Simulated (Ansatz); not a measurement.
# Hf(0001) with 2 layers of random Hf-Zr, 2x2: scattering by chemical disorder

Wanted: resistance against the alloy's length, first Hf(0001) with 2 layers of random Hf-Zr, 2x2.

Program: Ansatz 0.2.0. Level of theory: Ansatz plane-wave DFT, PBE, PAW files; ballistic transport by layer matching (Landauer), zero bias; PAW set soft_1. Results are calculated unless marked as measured.

**1. The structure**

The cell holds 48 atoms: 47 Hf and 1 Zr. Its edges and angles: a = 6.393 Å, b = 6.393 Å, c = 30.347 Å, α = 90.0°, β = 90.0°, γ = 120.0°. It derives from Hf. Regions: lead, 40 atoms (40 Hf); scattering region, 8 atoms (7 Hf and 1 Zr). The structure is stacked along c, and the current runs across the ab planes.

**2. With 2 alloy layers**

In 2 layers a share of 0.125 of the sites is given to Zr at random. The layers about the cell's end stay perfect and serve as the lead. Energies from -0.05 to 0.05 eV in steps of 0.05 eV are too few for the program's thermal sum, so it prints no conductance; for a metal the transmission near the Fermi level serves, at a fraction of the cost.

Input file input.yaml:

```yaml
crystal:
  lattice:
    - [6.3934, 0.0, 0.0]
    - [-3.1967, 5.5368468166, 0.0]
    - [0.0, 0.0, 30.3468]
  atoms:
    - { symbol: Hf, position: [0.1666666667, 0.3333333333, 0.0416666667] }
    - { symbol: Hf, position: [0.1666666667, 0.8333333333, 0.0416666667] }
    - { symbol: Hf, position: [0.6666666667, 0.3333333333, 0.0416666667] }
    - { symbol: Hf, position: [0.6666666667, 0.8333333333, 0.0416666667] }
    - { symbol: Hf, position: [0.3333333333, 0.1666666667, 0.125] }
    - { symbol: Hf, position: [0.3333333333, 0.6666666667, 0.125] }
    - { symbol: Hf, position: [0.8333333333, 0.1666666667, 0.125] }
    - { symbol: Hf, position: [0.8333333333, 0.6666666667, 0.125] }
    - { symbol: Hf, position: [0.1666666667, 0.3333333333, 0.2083333333] }
    - { symbol: Hf, position: [0.1666666667, 0.8333333333, 0.2083333333] }
    - { symbol: Hf, position: [0.6666666667, 0.3333333333, 0.2083333333] }
    - { symbol: Hf, position: [0.6666666667, 0.8333333333, 0.2083333333] }
    - { symbol: Hf, position: [0.3333333333, 0.1666666667, 0.2916666667] }
    - { symbol: Hf, position: [0.3333333333, 0.6666666667, 0.2916666667] }
    - { symbol: Hf, position: [0.8333333333, 0.1666666667, 0.2916666667] }
    - { symbol: Hf, position: [0.8333333333, 0.6666666667, 0.2916666667] }
    - { symbol: Hf, position: [0.1666666667, 0.3333333333, 0.375] }
    - { symbol: Hf, position: [0.1666666667, 0.8333333333, 0.375] }
    - { symbol: Hf, position: [0.6666666667, 0.3333333333, 0.375] }
    - { symbol: Hf, position: [0.6666666667, 0.8333333333, 0.375] }
    - { symbol: Hf, position: [0.3333333333, 0.1666666667, 0.4583333333] }
    - { symbol: Hf, position: [0.3333333333, 0.6666666667, 0.4583333333] }
    - { symbol: Hf, position: [0.8333333333, 0.1666666667, 0.4583333333] }
    - { symbol: Hf, position: [0.8333333333, 0.6666666667, 0.4583333333] }
    - { symbol: Hf, position: [0.1666666667, 0.3333333333, 0.5416666667] }
    - { symbol: Hf, position: [0.1666666667, 0.8333333333, 0.5416666667] }
    - { symbol: Zr, position: [0.6666666667, 0.3333333333, 0.5416666667] }
    - { symbol: Hf, position: [0.6666666667, 0.8333333333, 0.5416666667] }
    - { symbol: Hf, position: [0.3333333333, 0.1666666667, 0.625] }
    - { symbol: Hf, position: [0.3333333333, 0.6666666667, 0.625] }
    - { symbol: Hf, position: [0.8333333333, 0.1666666667, 0.625] }
    - { symbol: Hf, position: [0.8333333333, 0.6666666667, 0.625] }
    - { symbol: Hf, position: [0.1666666667, 0.3333333333, 0.7083333333] }
    - { symbol: Hf, position: [0.1666666667, 0.8333333333, 0.7083333333] }
    - { symbol: Hf, position: [0.6666666667, 0.3333333333, 0.7083333333] }
    - { symbol: Hf, position: [0.6666666667, 0.8333333333, 0.7083333333] }
    - { symbol: Hf, position: [0.3333333333, 0.1666666667, 0.7916666667] }
    - { symbol: Hf, position: [0.3333333333, 0.6666666667, 0.7916666667] }
    - { symbol: Hf, position: [0.8333333333, 0.1666666667, 0.7916666667] }
    - { symbol: Hf, position: [0.8333333333, 0.6666666667, 0.7916666667] }
    - { symbol: Hf, position: [0.1666666667, 0.3333333333, 0.875] }
    - { symbol: Hf, position: [0.1666666667, 0.8333333333, 0.875] }
    - { symbol: Hf, position: [0.6666666667, 0.3333333333, 0.875] }
    - { symbol: Hf, position: [0.6666666667, 0.8333333333, 0.875] }
    - { symbol: Hf, position: [0.3333333333, 0.1666666667, 0.9583333333] }
    - { symbol: Hf, position: [0.3333333333, 0.6666666667, 0.9583333333] }
    - { symbol: Hf, position: [0.8333333333, 0.1666666667, 0.9583333333] }
    - { symbol: Hf, position: [0.8333333333, 0.6666666667, 0.9583333333] }
kpoints:
  mp_grid: { grid: [4, 4, 1] }
hamiltonian:
  xc: pbe
  pseudopotentials: { kind: paw, azcp: { folder: soft_1 } }
scf:
  occupations: { method: fermi_dirac, width: 0.1 }
output:
  transmission: { leads: [[0, 8]], kmesh: [8, 8], e_range: [-0.05, 0.05], de: 0.05 }
  write_potential: true
  write_density: true
  volumetric_format: npy
```

Started as:

```bash
$ ansatz run input.yaml --threads 4 --pin off --max-ram 15360MiB --backend cpu --events-out ev --progress --plain --runs-dir out
```

Numbers of over 12 decimals in the logs are rounded to 6 here.

Log:

```text
Engine: ansatz 0.2.0, aarch64-unknown-linux-gnu
Pseudopotentials: kind: paw
Pseudopotential: Hf, paw, valence charge 26, recommended cutoff 420 eV (normal), soft_1/Hf.paw.azcp
Pseudopotential: Zr, paw, valence charge 12, recommended cutoff 420 eV (normal), soft_1/Zr.paw.azcp
Functional definition: PBE
  parameter kappa = 0.804
  parameter beta = 0.066725
  exchange = pbe_x(kappa = kappa, mu = beta*pi^2/3)
  correlation = pbe_c(beta = beta)
Crystal: 48 atoms, lattice volume = 1074.255 Å³
Basis set: ecut = 420 eV, 21065 PW (Γ)
Bands: 741, of which v1, the nominal top of the filled ones, is band 617 counted from 1 (616 counted from 0)
Symmetry: 12 space group operations
Space group: P-6m2 (ITA 187), of the structure as read, at distance tolerance 1.0e-4 Å
k-points: 4 of 16 (time reversal used)
Non-local potential: Hf, projectors of the file, l = 0: 3, l = 1: 2, l = 2: 2, l = 3: 3
Non-local potential: Zr, projectors of the file, l = 0: 3, l = 1: 2, l = 2: 2, l = 3: 1
PAW form: soft (Blöchl's): semilocal exchange-correlation on the pseudo side does not see the compensation charge
PAW one-centre angular grid: Hf, 590 points (default); XC on 64 Gauss nodes
PAW one-centre angular grid: Zr, 590 points (default); XC on 64 Gauss nodes
Initial density: superposition of atomic densities (chi_scale 0.1, normalization cell, long waves kept (reshape's long-wave potential 0.08 eV rms))
Initial wavefunctions: pseudopotential atomic-orbital guess
Functional: x = pbe(κ = 0.804, μ = 0.219515), c = pbe(β = 0.066725)
SCF iter   1: F=—  HF=-743133.696543 eV  |F-HF|=—  |Δ(HF+E_count)|=         —  Δρ=3.56e-2  dr2=2.48e1  ethr=3.10e-3  ⟨swp⟩=6.0  Hψ=8809  notcnv=0  defer=60
preconditioner: auto → Kerker (q_TF=auto, 2.792 Å⁻¹)  [metal: Δε(μ)=0.044 eV  Ē_g=16.435 eV  σ=0.100 eV  W_gap=0.11  n_scr=380 (ndim 8)  ℏωp=38.2 eV  f_vac=0.000  D(μ)=32.39/eV (n_scr^D=244)]
SCF iter   2: F=—  HF=-743130.514261 eV  |F-HF|=—  |Δ(HF+E_count)|=    3.18e0  Δρ=2.27e-2  dr2=9.60e0  ethr=2.01e-3  ⟨swp⟩=2.2  Hψ=3668  notcnv=0  defer=146
SCF iter   3: F=—  HF=-743129.738394 eV  |F-HF|=—  |Δ(HF+E_count)|=   7.76e-1  Δρ=9.72e-3  dr2=1.27e0  ethr=7.78e-4  ⟨swp⟩=2.5  Hψ=5063  notcnv=0  defer=146
SCF iter   4: F=—  HF=-743128.255433 eV  |F-HF|=—  |Δ(HF+E_count)|=    1.48e0  Δρ=3.25e-3  dr2=1.05e-1  ethr=1.03e-4  ⟨swp⟩=2.5  Hψ=6331  notcnv=0  defer=146
SCF iter   5: F=—  HF=-743128.296855 eV  |F-HF|=—  |Δ(HF+E_count)|=   4.14e-2  Δρ=9.68e-4  dr2=6.54e-2  ethr=8.54e-6  ⟨swp⟩=3.2  Hψ=5980  notcnv=0  defer=146
SCF iter   6: F=—  HF=-743128.295928 eV  |F-HF|=—  |Δ(HF+E_count)|=   9.27e-4  Δρ=2.55e-4  dr2=1.19e-3  ethr=5.30e-6  ⟨swp⟩=2.0  Hψ=3909  notcnv=0  defer=146
SCF iter   7: F=—  HF=-743128.296542 eV  |F-HF|=—  |Δ(HF+E_count)|=   6.14e-4  Δρ=1.74e-4  dr2=1.72e-3  ethr=9.68e-8  ⟨swp⟩=3.5  Hψ=7173  notcnv=0  defer=146
SCF iter   8: F=—  HF=-743128.296469 eV  |F-HF|=—  |Δ(HF+E_count)|=   7.25e-5  Δρ=7.45e-5  dr2=5.84e-5  ethr=9.68e-8  ⟨swp⟩=2.2  Hψ=5855  notcnv=0  defer=146
SCF iter   9: F=—  HF=-743128.296915 eV  |F-HF|=—  |Δ(HF+E_count)|=   4.45e-4  Δρ=1.88e-5  dr2=5.16e-6  ethr=4.73e-9  ⟨swp⟩=3.5  Hψ=5987  notcnv=0  defer=146
SCF iter  10: F=—  HF=-743128.296916 eV  |F-HF|=—  |Δ(HF+E_count)|=   1.01e-6  Δρ=8.36e-6  dr2=6.82e-6  ethr=4.18e-10  ⟨swp⟩=3.8  Hψ=7714  notcnv=0  defer=146
SCF iter  11: F=—  HF=-743128.296915 eV  |F-HF|=—  |Δ(HF+E_count)|=   7.47e-7  Δρ=4.75e-6  dr2=1.37e-6  ethr=4.18e-10  ⟨swp⟩=2.0  Hψ=4512  notcnv=0  defer=146
SCF iter  12: F=—  HF=-743128.296915 eV  |F-HF|=—  |Δ(HF+E_count)|=   1.70e-7  Δρ=2.13e-6  dr2=4.37e-7  ethr=1.11e-10  ⟨swp⟩=2.8  Hψ=4710  notcnv=0  defer=146
SCF iter  13: F=-743128.296915 eV  HF=-743128.296915 eV  |F-HF|=6.98e-9  |Δ(HF+E_count)|=   1.37e-8  Δρ=4.43e-7  dr2=6.41e-9  ethr=8.10e-12  ⟨swp⟩=15.8  Hψ=20240  notcnv=0
SCF 1 converged in 13 iterations: F = -743128.296915 eV  dr2 = 6.41e-9
  greatest PAW one-centre occupation: 0.999 electrons in one spin orbital (limit 2), on the Hf atom at site 28 (counted from 0), in its partial waves of l = 0
transmission: 48 of 400 steps passed
transmission: 84 of 400 steps passed
[...]
transmission: 400 of 400 steps passed
SCF converged after 13 iterations
Free energy (F): -743128.296915 eV
Harris-Foulkes:  -743128.296915 eV  (|F-HF|=6.98e-9)
Internal energy: -743127.055945 eV  (E = F + TS)
E sigma→0 (E₀):  -743127.676430 eV
Entropy (-TS):   -1.240970 eV (-25.854 meV/atom)
Fermi energy:    18.063083 eV
--- Per-component energies (eV) ---
  E_band       = -579.387580
  E_kinetic    = 19538.923698
  E_local      = -300853.375390  (includes V_loc(G=0)·N_el)
  E_nonlocal   = 2793.933464
  E_hartree    = 146460.022800
  E_xc         = -12687.312014
  E_vxc        = -12162.815969  (∫ρ·V_xc dr)
  E_paw        = -364693.823707  (= ΣΔE_a)
  E_vpaw       = -2816.091590  (= ΣTr[D̂ρ^β])
  E_aug_tail   = 0.003902  (compensation charges beyond the density's cutoff)
  E_ewald      = -233685.428699
  E_smearing   = -1.240970  (= −TS)
  E_closure    = -0.000000  (closes the sum)
  Σ components = -743128.296915   (vs F -743128.296915, Δ=0.00e0)
--- Band table (eV) ---
  k-point 0: bands = [... 613 lower, 18.7780, 18.8504, 18.8504, 18.8626, 18.9383, 18.9383, 18.9616, 19.0067, ... 120 higher]
  k-point 1: bands = [... 613 lower, 18.3612, 18.3618, 18.3684, 18.4023, 18.4362, 18.4460, 18.4558, 18.4582, ... 120 higher]
  k-point 2: bands = [... 613 lower, 17.7373, 17.7435, 17.7470, 17.7563, 17.9481, 17.9513, 17.9537, 17.9729, ... 120 higher]
  k-point 3: bands = [... 613 lower, 17.6841, 17.6918, 17.8230, 17.8274, 17.8665, 17.8697, 18.0028, 18.0053, ... 120 higher]
--- Transmission ---
  basis      : 313 plane waves across, 40 finite elements along
  points     : 10, standing for a mesh of 8 x 8
  energies   : 3 from -0.050000 to 0.050000 eV about the Fermi level, 0.050000 eV apart; the leads are filled to 0.000000 eV, and channels, transmission and decay are at 0.000000 eV
  crystal 0  : Hf8, at the sites [0, 8], period 5.0578 Å, over 27.82 Å; its Hamiltonian steps by up to 1.9 meV
    offset         : up to 0.0000 Å between an atom of the period and one for which it stands
    channels       : 2.843750e0 a spin
    conductance    : none, the energies end too early or step too widely for 300 K: set another output.transmission.e_range or a lower de, or, where they end at an eighth of basis.ecutwfc, a higher one
  junction   : crystal 0 to crystal 0, 1.83 to 27.12 Å
    transmission   : 2.743890e0 a spin
    conductance    : none, the energies end too early or step too widely for 300 K: set another output.transmission.e_range or a lower de, or, where they end at an eighth of basis.ecutwfc, a higher one
```

Run time: 7.1 min. Hardware: 4 threads of Arm Neoverse V2, shared host; peak memory 7.3 GiB.

The column dr2 measures how far the density is from self-consistency, as an energy; F and HF (Harris–Foulkes) agree once it is small.

This step gave:

* free energy: -743128.2969 eV
* energy at zero smearing: -743127.6764 eV
* Fermi energy: 18.06 eV
* cell area: 35.40 Å²
* transmission per spin nearest the Fermi level: 2.744
* open channels per spin nearest the Fermi level: 2.844
* step of the lead's potential: 1.9 meV

Per spin. Transmission, zone mean against energy, zero at the Fermi level:

| energy (eV) | transmission, zone mean |
| --- | --- |
| -0.0500 | 2.60 |
| 0.0000 | 2.74 |
| 0.0500 | 2.61 |

Per spin. Table of open channels, zone mean, lead by energy, zero at the Fermi level:

| energy (eV) | open channels, zone mean, lead |
| --- | --- |
| -0.0500 | 2.62 |
| 0.0000 | 2.84 |
| 0.0500 | 2.66 |

Transmission over k1 and k2. At 0.0000 eV from the Fermi level.

Values, 8 rows by 8 columns:
```
1.99 5.87 3.62 3.62 5.87 1.99 1.98 1.98
1.98 3.62 1.98 1.99 1.98 3.62 1.98 1.98
1.99 3.62 1.99 1.98 1.98 1.99 3.62 1.99
3.93 5.87 1.98 1.98 1.89 1.98 1.98 5.87
1.99 1.99 3.62 1.99 1.98 1.98 1.99 3.62
1.98 1.98 1.98 3.62 1.98 1.99 1.98 3.62
1.99 1.98 1.98 1.99 5.87 3.62 3.62 5.87
3.93 1.99 1.98 1.99 3.93 1.99 1.98 1.99
```
Columns: k1 (b1) from -0.5 to 0.375; rows upwards: k2 (b2) from -0.5 to 0.375.

Open channels over k1 and k2. At 0.0000 eV from the Fermi level.

Ten even steps from '_' (2.00) to '@' (6.00):
```
__@@++++@@______
__++______++____
__++________++__
++@@__________@@
____++________++
______++______++
________@@++++@@
++______++______
```
Columns: k1 (b1) from -0.5 to 0.375; rows upwards: k2 (b2) from -0.5 to 0.375.

Over the solved energies the transmission per spin lies between 2.60 and 2.74, out of 2.71 channels of the lead on average (up to 2.84).

**3. With 6 alloy layers**

In 6 layers a share of 0.125 of the sites is given to Zr at random. A fresh draw is used; the growth of the resistance with length is what counts.

System of this step: Hf(0001) with 6 layers of random Hf-Zr, 2x2. The cell holds 64 atoms: 61 Hf and 3 Zr. Its edges and angles: a = 6.393 Å, b = 6.393 Å, c = 40.462 Å, α = 90.0°, β = 90.0°, γ = 120.0°. It derives from Hf. Regions: lead, 40 atoms (40 Hf); scattering region, 24 atoms (21 Hf and 3 Zr). The structure is stacked along c, and the current runs across the ab planes.

Input file input.yaml:

```yaml
crystal:
  lattice:
    - [6.3934, 0.0, 0.0]
    - [-3.1967, 5.5368468166, 0.0]
    - [0.0, 0.0, 40.4624]
  atoms:
    - { symbol: Hf, position: [0.1666666667, 0.3333333333, 0.03125] }
    - { symbol: Hf, position: [0.1666666667, 0.8333333333, 0.03125] }
    - { symbol: Hf, position: [0.6666666667, 0.3333333333, 0.03125] }
    - { symbol: Hf, position: [0.6666666667, 0.8333333333, 0.03125] }
    - { symbol: Hf, position: [0.3333333333, 0.1666666667, 0.09375] }
    - { symbol: Hf, position: [0.3333333333, 0.6666666667, 0.09375] }
    - { symbol: Hf, position: [0.8333333333, 0.1666666667, 0.09375] }
    - { symbol: Hf, position: [0.8333333333, 0.6666666667, 0.09375] }
    - { symbol: Hf, position: [0.1666666667, 0.3333333333, 0.15625] }
    - { symbol: Hf, position: [0.1666666667, 0.8333333333, 0.15625] }
    - { symbol: Hf, position: [0.6666666667, 0.3333333333, 0.15625] }
    - { symbol: Hf, position: [0.6666666667, 0.8333333333, 0.15625] }
    - { symbol: Hf, position: [0.3333333333, 0.1666666667, 0.21875] }
    - { symbol: Hf, position: [0.3333333333, 0.6666666667, 0.21875] }
    - { symbol: Hf, position: [0.8333333333, 0.1666666667, 0.21875] }
    - { symbol: Hf, position: [0.8333333333, 0.6666666667, 0.21875] }
    - { symbol: Hf, position: [0.1666666667, 0.3333333333, 0.28125] }
    - { symbol: Hf, position: [0.1666666667, 0.8333333333, 0.28125] }
    - { symbol: Hf, position: [0.6666666667, 0.3333333333, 0.28125] }
    - { symbol: Hf, position: [0.6666666667, 0.8333333333, 0.28125] }
    - { symbol: Hf, position: [0.3333333333, 0.1666666667, 0.34375] }
    - { symbol: Zr, position: [0.3333333333, 0.6666666667, 0.34375] }
    - { symbol: Hf, position: [0.8333333333, 0.1666666667, 0.34375] }
    - { symbol: Hf, position: [0.8333333333, 0.6666666667, 0.34375] }
    - { symbol: Hf, position: [0.1666666667, 0.3333333333, 0.40625] }
    - { symbol: Hf, position: [0.1666666667, 0.8333333333, 0.40625] }
    - { symbol: Hf, position: [0.6666666667, 0.3333333333, 0.40625] }
    - { symbol: Hf, position: [0.6666666667, 0.8333333333, 0.40625] }
    - { symbol: Zr, position: [0.3333333333, 0.1666666667, 0.46875] }
    - { symbol: Hf, position: [0.3333333333, 0.6666666667, 0.46875] }
    - { symbol: Hf, position: [0.8333333333, 0.1666666667, 0.46875] }
    - { symbol: Hf, position: [0.8333333333, 0.6666666667, 0.46875] }
    - { symbol: Hf, position: [0.1666666667, 0.3333333333, 0.53125] }
    - { symbol: Zr, position: [0.1666666667, 0.8333333333, 0.53125] }
    - { symbol: Hf, position: [0.6666666667, 0.3333333333, 0.53125] }
    - { symbol: Hf, position: [0.6666666667, 0.8333333333, 0.53125] }
    - { symbol: Hf, position: [0.3333333333, 0.1666666667, 0.59375] }
    - { symbol: Hf, position: [0.3333333333, 0.6666666667, 0.59375] }
    - { symbol: Hf, position: [0.8333333333, 0.1666666667, 0.59375] }
    - { symbol: Hf, position: [0.8333333333, 0.6666666667, 0.59375] }
    - { symbol: Hf, position: [0.1666666667, 0.3333333333, 0.65625] }
    - { symbol: Hf, position: [0.1666666667, 0.8333333333, 0.65625] }
    - { symbol: Hf, position: [0.6666666667, 0.3333333333, 0.65625] }
    - { symbol: Hf, position: [0.6666666667, 0.8333333333, 0.65625] }
    - { symbol: Hf, position: [0.3333333333, 0.1666666667, 0.71875] }
    - { symbol: Hf, position: [0.3333333333, 0.6666666667, 0.71875] }
    - { symbol: Hf, position: [0.8333333333, 0.1666666667, 0.71875] }
    - { symbol: Hf, position: [0.8333333333, 0.6666666667, 0.71875] }
    - { symbol: Hf, position: [0.1666666667, 0.3333333333, 0.78125] }
    - { symbol: Hf, position: [0.1666666667, 0.8333333333, 0.78125] }
    - { symbol: Hf, position: [0.6666666667, 0.3333333333, 0.78125] }
    - { symbol: Hf, position: [0.6666666667, 0.8333333333, 0.78125] }
    - { symbol: Hf, position: [0.3333333333, 0.1666666667, 0.84375] }
    - { symbol: Hf, position: [0.3333333333, 0.6666666667, 0.84375] }
    - { symbol: Hf, position: [0.8333333333, 0.1666666667, 0.84375] }
    - { symbol: Hf, position: [0.8333333333, 0.6666666667, 0.84375] }
    - { symbol: Hf, position: [0.1666666667, 0.3333333333, 0.90625] }
    - { symbol: Hf, position: [0.1666666667, 0.8333333333, 0.90625] }
    - { symbol: Hf, position: [0.6666666667, 0.3333333333, 0.90625] }
    - { symbol: Hf, position: [0.6666666667, 0.8333333333, 0.90625] }
    - { symbol: Hf, position: [0.3333333333, 0.1666666667, 0.96875] }
    - { symbol: Hf, position: [0.3333333333, 0.6666666667, 0.96875] }
    - { symbol: Hf, position: [0.8333333333, 0.1666666667, 0.96875] }
    - { symbol: Hf, position: [0.8333333333, 0.6666666667, 0.96875] }
kpoints:
  mp_grid: { grid: [4, 4, 1] }
hamiltonian:
  xc: pbe
  pseudopotentials: { kind: paw, azcp: { folder: soft_1 } }
scf:
  occupations: { method: fermi_dirac, width: 0.1 }
output:
  transmission: { leads: [[0, 8]], kmesh: [8, 8], e_range: [-0.05, 0.05], de: 0.05 }
  write_potential: true
  write_density: true
  volumetric_format: npy
```

Log:

```text
[...]
Crystal: 64 atoms, lattice volume = 1432.340 Å³
Basis set: ecut = 420 eV, 28059 PW (Γ)
Bands: 974, of which v1, the nominal top of the filled ones, is band 811 counted from 1 (810 counted from 0)
Symmetry: 1 space group operations
[...]
k-points: 10 of 16 (time reversal used)
[...]
SCF iter   1: F=—  HF=-971615.792240 eV  |F-HF|=—  |Δ(HF+E_count)|=         —  Δρ=3.64e-2  dr2=4.20e2  ethr=3.10e-3  ⟨swp⟩=5.7  Hψ=28915  notcnv=0  defer=283
[...]
SCF iter  14: F=-971607.112068 eV  HF=-971607.112068 eV  |F-HF|=6.17e-8  |Δ(HF+E_count)|=   4.52e-8  Δρ=7.14e-7  dr2=3.35e-8  ethr=6.17e-12  ⟨swp⟩=21.9  Hψ=71731  notcnv=0
SCF 1 converged in 14 iterations: F = -971607.112068 eV  dr2 = 3.35e-8
[...]
transmission: 189 of 1802 steps passed
transmission: 366 of 1802 steps passed
[...]
transmission: 1802 of 1802 steps passed
SCF converged after 14 iterations
Free energy (F): -971607.112068 eV
[...]
Internal energy: -971605.444327 eV  (E = F + TS)
E sigma→0 (E₀):  -971606.278197 eV
Entropy (-TS):   -1.667741 eV (-26.058 meV/atom)
Fermi energy:    17.975262 eV
[...]
--- Band table (eV; the first three rows and the last of 10) ---
  k-point 0: bands = [... 807 lower, 18.7521, 18.7527, 18.8366, 18.8517, 18.8546, 18.8628, 18.8705, 18.8743, ... 159 higher]
  k-point 1: bands = [... 807 lower, 18.2143, 18.2761, 18.2814, 18.2923, 18.3293, 18.3314, 18.3697, 18.3746, ... 159 higher]
  k-point 2: bands = [... 807 lower, 17.6230, 17.6268, 17.6288, 17.6383, 17.7740, 17.7743, 17.7866, 17.7894, ... 159 higher]
  k-point 9: bands = [... 807 lower, 17.6228, 17.6278, 17.6294, 17.6360, 17.7708, 17.7764, 17.7878, 17.7936, ... 159 higher]
--- Transmission ---
  basis      : 313 plane waves across, 53 finite elements along
  points     : 34, standing for a mesh of 8 x 8
[...]
channels       : 2.843750e0 a spin
[...]
junction   : crystal 0 to crystal 0, -1.83 to 33.57 Å
    transmission   : 2.687673e0 a spin
[...]
```

Elapsed: 39 min, on 4 threads; peak memory 11 GiB; 2.4 h of CPU time.

Numbers from this step:

| Item | Value |
| --- | --- |
| free energy | -971607.1121 eV |
| energy at zero smearing | -971606.2782 eV |
| Fermi energy | 17.98 eV |
| transmission per spin nearest the Fermi level | 2.688 |
| step of the lead's potential | 2 meV |

Per spin. Transmission, zone mean against energy, zero at the Fermi level:

| energy (eV) | transmission, zone mean |
| --- | --- |
| -0.0500 | 2.56 |
| 0.0000 | 2.69 |
| 0.0500 | 2.56 |

Over the solved energies the transmission per spin lies between 2.56 and 2.69, out of 2.71 channels of the lead on average (up to 2.84).

[end of part 1 of 2]

[Logs are printed without paths, hosts, clocks, repeated set-up lines and the standing remarks that a program may print on its own settings, such as how far it seeks lower states.]

[Hosts, paths, dates, database ids (printed as entryN), source tags and the programs' standing remarks are cut or masked in the printed files.]
